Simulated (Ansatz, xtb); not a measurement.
**Redistribution: C3H6O2 + C2H3F3 → C2H4O2 + C3H5F3**

Species: C3H6O2 `CCC(=O)O`, singlet; C2H3F3 (1,1,2-trifluoroethane) `FCC(F)F`, singlet; C2H4O2 (acetic acid) `CC(=O)O`, singlet; C3H5F3 `CC(F)C(F)F`, singlet. The partners trade CH3 for H; both sit on C, so the bond types are kept.

Shapes, held fixed at every level: PBE0-D4/def2-TZVP. Flexible molecules stand in one conformer, not always the lowest. Programs: Ansatz 0.2.0, xtb 6.7.1. The zero-point and thermal change to 298 K, harmonic and unscaled (PBE0-D4/def2-TZVP), is -1.7 kJ/mol.

```csv
level,kind,ΔH(298 K) (kJ/mol),less CCSD(T)/CBS estimate,CPU time (sum over the molecules)
GFN2-xTB,semi-empirical,-18.5,+3.0,0.13 s
SPW92/def2-TZVPP,LDA,-25.1,-3.6,11 s
PBE-D4/def2-TZVPP,GGA,-21.5,0.0,22 s
r2SCAN-D4/def2-TZVPP,meta-GGA,-24.2,-2.7,40 s
wB97M-V/def2-TZVPP,range-separated hybrid,-22.7,-1.2,87 s
MP2/def2-TZVPP,perturbation theory,-20.9,+0.6,–
CCSD/def2-TZVPP,coupled cluster or CI,-20.4,+1.1,–
CCSD(T)/CBS estimate,coupled cluster or CI,-21.5,0.0,28 min
```

The highest level, CCSD(T)/CBS estimate, gives ΔH(298 K) = -21.5 kJ/mol; the levels span -25.1 to -18.5. The column of differences is taken from that level and isn't an error. No measured value is set beside it here. The CBS estimate extrapolates MP2 from def2-TZVPP and def2-QZVPP and adds CCSD(T) − MP2 in the triple-zeta set, cores frozen. Times are processor times on shared x86 and Arm servers, and rough.
